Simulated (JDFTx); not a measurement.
BaTiO3:

```
Ba Ti O
1.0
     3.99980    0.00000    0.00000
     0.00000    3.99980    0.00000
     0.00000    0.00000    4.01800
Ba Ti O
1 1 3
Direct
  0.00000 0.00000 0.00000
  0.50000 0.50000 0.49000
  0.00000 0.50000 0.51700
  0.50000 0.00000 0.51700
  0.50000 0.50000 0.01900
```

* Program: JDFTx 1.7.0 (patched build)
* Task: single point
* Functional: PBE
* Potentials or basis: PseudoDojo-SR-PBE-0.5-standard
* Cutoff: 1143 eV
* Density cutoff: 9143 eV
* k mesh: 7 × 7 × 7
* Occupations: fermi-dirac, width 0.05 eV
* Spin: no spin polarisation

On this cell: pressure 2.0 GPa; largest force 0.314 eV/Å; band gap on the k mesh 1.95 eV, indirect (least direct gap 2.11 eV).

The same run follows on a disturbed copy (atoms moved at random, drawn with an rms of 0.05 Å):

```
CELL_PARAMETERS angstrom
3.99980 0.00000 0.00000
0.00000 3.99980 0.00000
0.00000 0.00000 4.01800
ATOMIC_POSITIONS crystal
Ba 0.99009 0.01538 0.99613
Ti 0.49689 0.50035 0.49338
O 0.99631 0.50045 0.51255
O 0.51343 0.00046 0.52163
O 0.50648 0.49304 0.02463
```

Problem. What changes?

Solution. The energy moves by +7.8 meV/atom; pressure 2.5 GPa; largest force 0.506 eV/Å; band gap on the k mesh 1.96 eV, indirect (least direct gap 2.12 eV).

Forces in eV/Å, atoms in the order of the input:
```
Ba   0.245 -0.385  0.217
Ti  -0.003  0.173 -0.283
O    0.450  0.057  0.079
O   -0.415 -0.051 -0.108
O   -0.277  0.206  0.094
```

Stress tensor (GPa, compression positive):
```
 2.25 -0.19  0.43
-0.19  1.86 -0.18
 0.43 -0.18  3.24
```

Caveats: the empty levels aren't tightly converged; spin-orbit coupling is left out, which moves the levels of the heavy elements; an odd mesh through Γ misses points on the zone boundary, where band edges often lie.
